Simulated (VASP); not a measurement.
A run of VASP 6.6.1:

INCAR

```
ALGO     = Fast           # electronic algorithm
EDIFF    = 1E-6           # SCF threshold, eV
ENCUT    = 450            # plane-wave cutoff, eV
GGA      = PS             # functional
ISIF     = 2              # what is computed and relaxed
ISMEAR   = 1              # smearing method
KPAR     = 4            
LASPH    = True           # aspherical terms in the spheres
LCHARG   = False          # write CHGCAR
LREAL    = False          # projectors in reciprocal space
LWAVE    = False          # write WAVECAR
NBANDS   = 21             # bands
NELM     = 120            # most SCF steps
PREC     = Accurate       # precision mode
SIGMA    = 0.1            # smearing width, eV
```

File KPOINTS:

```
k-points
0
Gamma
  18 18 10
```

POSCAR

```
Ru                                      
1.0
    2.7189980579     -0.0000000000      0.0000000000
   -1.3594990290      2.3547213910     -0.0000000000
   -0.0000000000      0.0000000000      4.2967676148
  Ru            
     2
Direct
     0.3333333332999970    0.6666666667000030    0.2500000000000000
     0.6666666667000030    0.3333333332999970    0.7500000000000000
```

Potentials or basis: VASP PAW PBE potentials, release 64 (Ru_pv).

Command:

```sh
$ cat potpaw_PBE.64/Ru_pv/POTCAR > POTCAR
$ mpirun -np 4 vasp_std > vasp.out
```

Hardware: 4 MPI ranks on Intel(R) Xeon(R) 6975P-C (Granite Rapids), with other jobs on the host.

**Question.** Estimate the wall time of this run.

**Answer.** Run time: 11 s on 4 MPI ranks on Intel(R) Xeon(R) 6975P-C (Granite Rapids) (shared host), peak memory 0.18 GiB a rank. Counts: scf iterations 13, k points 222.
